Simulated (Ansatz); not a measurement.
The first iterations of a band of a periodic cell of 17 atoms, Mg8HO8 (host MgO, host structure Fm-3m, interstitial H), cell charge +1.

These are results of DFT PBE, scalar-relativistic, plane waves, PAW in Ansatz, not measurements. Settings: PAW set soft_1, cutoff 420 eV, k mesh 2x2x2, gaussian smearing 0.02 eV, no spin polarisation.

| Property | Result |
| --- | --- |
| movable images | 7 |
| climbing image | yes |
| spring | 5.0 eV/Å² |
| optimiser | quadratic models (default) |
| start path | IDPP |
| force threshold | 0.03 eV/Å |
| iteration limit | 47 |
| end points | relaxed |

Image 0:

```xyz
17
Lattice="0.0000 4.1948 4.1948 4.1948 0.0000 4.1948 4.1948 4.1948 0.0000" Properties=species:S:1:pos:R:3
Mg -0.024 -0.024 -0.023
O 2.045 2.046 2.047
Mg 2.057 2.057 0.006
O 4.163 4.163 2.082
Mg 2.057 0.004 2.059
O 4.163 2.081 4.165
Mg 4.033 2.109 2.110
O 6.271 4.190 4.191
Mg 0.004 2.057 2.059
O 2.080 4.163 4.165
Mg 2.108 4.033 2.110
O 4.189 6.271 4.191
Mg 2.108 2.109 4.035
O 4.189 4.190 6.273
Mg 4.185 4.185 4.187
O 6.265 6.265 6.267
H 5.698 5.698 5.700
```

Image 8:

```xyz
17
Lattice="0.0000 4.1948 4.1948 4.1948 0.0000 4.1948 4.1948 4.1948 0.0000" Properties=species:S:1:pos:R:3
Mg 0.012 -0.159 -0.008
O 2.068 2.082 2.131
Mg 2.104 2.059 0.042
O 4.176 4.191 2.105
Mg 2.075 -0.022 2.123
O 4.167 2.070 4.226
Mg 4.156 2.059 2.095
O 6.288 4.191 4.218
Mg 0.014 2.111 2.262
O 2.067 4.166 4.214
Mg 2.089 4.186 2.110
O 4.145 6.243 4.249
Mg 1.936 2.111 4.185
O 4.179 4.166 6.326
Mg 4.156 4.201 4.237
O 6.289 6.273 6.299
H 7.793 5.701 4.795
```

| iteration | highest image above the first end (eV) | largest band force component (eV/Å) |
| --- | --- | --- |
| 1 | 1.832 | 3.926 |
| 2 | 1.209 | 3.143 |
| 3 | 0.946 | 9.482 |
| 4 | 0.479 | 3.416 |

Does the band converge within its limit, and where does its top end?

It converged. It ended after 12 iterations with the highest image 0.352 eV above the first end. The profile has 2 maxima (images 2, 6) with wells between them (image 3): this band takes more than one step, which may be the mechanism or a detour left from its start path. By the program's own check the climbing image is a first-order saddle point (lowest curvatures found: -6.65 and 1.55 eV/Å²). Limits of this set-up: coarse k mesh, charged cell in a uniform background, uncorrected.

The run took 7.8 min on 1 thread of Arm Neoverse V2 (shared host), peak memory 0.71 GiB.
